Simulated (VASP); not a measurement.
# VASP 6.6.1 run: InP

INCAR

```
ENCUT = 520
IMIX = 1
PREC = High
LCHARG = .FALSE.
LASPH = .TRUE.
ISMEAR = -1
LWAVE = .FALSE.
NSW = 0
NBANDS = 16
EDIFF = 1E-7
METAGGA = MBJ
LREAL = .FALSE.
AMIX = 0.4
SIGMA = 0.02
ISIF = 2
NELM = 63
IBRION = -1
```

KPOINTS

```
KPOINTS created by Atomic Simulation Environment
0
Gamma
8 8 8
0 0 0
```

POSCAR

```
In P
 1.0000000000000000
    -0.0000000000000000    2.9537876348216452    2.9537876348216452
     2.9537876348216452    0.0000000000000000    2.9537876348216452
     2.9537876348216452    2.9537876348216452    0.0000000000000000
 In  P
   1   1
Cartesian
  0.0000000000000000  0.0000000000000000 -0.0000000000000000
  1.4768938174108228  1.4768938174108228  1.4768938174108228
```

The recommended PBE PAW datasets give the neutral cell 18 valence electrons.

Command

```
mpirun -np 1 vasp_std
```

**Question.** How does this run end, and what does it give?

**Answer.** It converged. Results: gap between bands v and c on the k mesh 1.54 eV; least direct gap on the k mesh 1.54 eV. Band v is the last that the valence electrons fill when counted band by band, and c is the next.

OSZICAR

```
N       E                     dE             d eps       ncg     rms          rms(c)
DAV:   1     0.427148123040E+03    0.42715E+03   -0.82057E+03   928   0.123E+03
DAV:   2     0.313736904933E+03   -0.11341E+03   -0.10827E+03  1072   0.296E+02
DAV:   3     0.306886804168E+03   -0.68501E+01   -0.68252E+01  1200   0.715E+01
DAV:   4     0.306687625120E+03   -0.19918E+00   -0.19913E+00  1240   0.128E+01
DAV:   5     0.306679192570E+03   -0.84325E-02   -0.84324E-02  1416   0.206E+00    0.105E+01
DAV:   6     0.307557300247E+03    0.87811E+00   -0.60702E+00  1144   0.566E+01    0.370E+00
DAV:   7     0.307905628846E+03    0.34833E+00   -0.89479E-01  1184   0.106E+01    0.294E+00
DAV:   8     0.307907112642E+03    0.14838E-02   -0.14718E-01  1248   0.290E+00    0.232E+00
DAV:   9     0.308094258415E+03    0.18715E+00   -0.20205E-02  1200   0.106E+00    0.149E+00
DAV:  10     0.308177874262E+03    0.83616E-01   -0.18549E-02  1064   0.773E-01    0.123E+00
...
DAV:  52     0.308566667632E+03    0.84401E-06    0.16564E-12   520   0.533E-06    0.707E-06
DAV:  53     0.308566668262E+03    0.63019E-06    0.17538E-13   536   0.411E-06    0.535E-06
DAV:  54     0.308566668734E+03    0.47209E-06   -0.13162E-12   504   0.321E-06    0.408E-06
DAV:  55     0.308566669087E+03    0.35235E-06    0.30708E-12   536   0.248E-06    0.310E-06
DAV:  56     0.308566669351E+03    0.26383E-06    0.94297E-13   512   0.196E-06    0.237E-06
DAV:  57     0.308566669548E+03    0.19714E-06   -0.10595E-12   536   0.152E-06    0.180E-06
DAV:  58     0.308566669695E+03    0.14739E-06   -0.29414E-12   520   0.121E-06    0.137E-06
DAV:  59     0.308566669805E+03    0.11020E-06   -0.15113E-12   520   0.942E-07    0.105E-06
DAV:  60     0.308566669888E+03    0.82502E-07    0.52114E-13   520   0.756E-07
   1 F= 0.30856667E+03 E0= 0.30856667E+03  d E =-.531101E-11
```

Standard output (part)

```
POSCAR found type information on POSCAR InP
 POSCAR found :  2 types and       2 ions
 LDA part: xc-table for (None), standard interpolation
 POSCAR, INCAR and KPOINTS ok, starting setup
 WAVECAR not read
 entering main loop
```

The MBJ potential has no energy functional, so only its levels carry meaning.

For comparison, a separate PBE run of the intended cell, on usual settings and not on those above, gives a gap of 0.58 eV on its mesh and a pressure of 1.6 GPa.
